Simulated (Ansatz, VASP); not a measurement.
# BN in VASP and in Ansatz

```
CELL_PARAMETERS angstrom
1.27420 0.73566 3.73873
-1.27420 0.73566 3.73873
0.00000 -1.47133 3.73873
ATOMIC_POSITIONS crystal
B 0.98979 0.98979 0.98979
N 0.34264 0.34264 0.34264
```

Alike in both runs: task single point; functional PBE; k mesh 12 × 12 × 12; occupations gaussian, width 0.02 eV; no spin polarisation.

```csv
,VASP,Ansatz
version,VASP 6.6.1,Ansatz 0.2.0
potentials or method,"VASP PAW PBE potentials, release 64 (B, N)","scalar-relativistic, plane waves, PAW"
plane-wave cutoff (eV),520,420
valence electrons in the cell,8,8
```

```csv
,VASP,Ansatz,Ansatz less VASP
gap on the k mesh at the Fermi level (eV),3.90,3.91,+0.007
least direct gap on the mesh (eV),4.36,4.37,+0.003
pressure (GPa),-10.4,-10.5,-0.07
largest component of the traceless stress (GPa),5.55,5.75,+0.200
rms of the force components (eV/Å),1.712,1.709,-0.0023
```

Atom by atom the forces differ by 0.002 eV/Å (rms over components).

Caveats: forces of over 1 eV/Å show positions far from the minimum, so gaps and moduli don't describe the material at rest. A k mesh can miss the band edges.
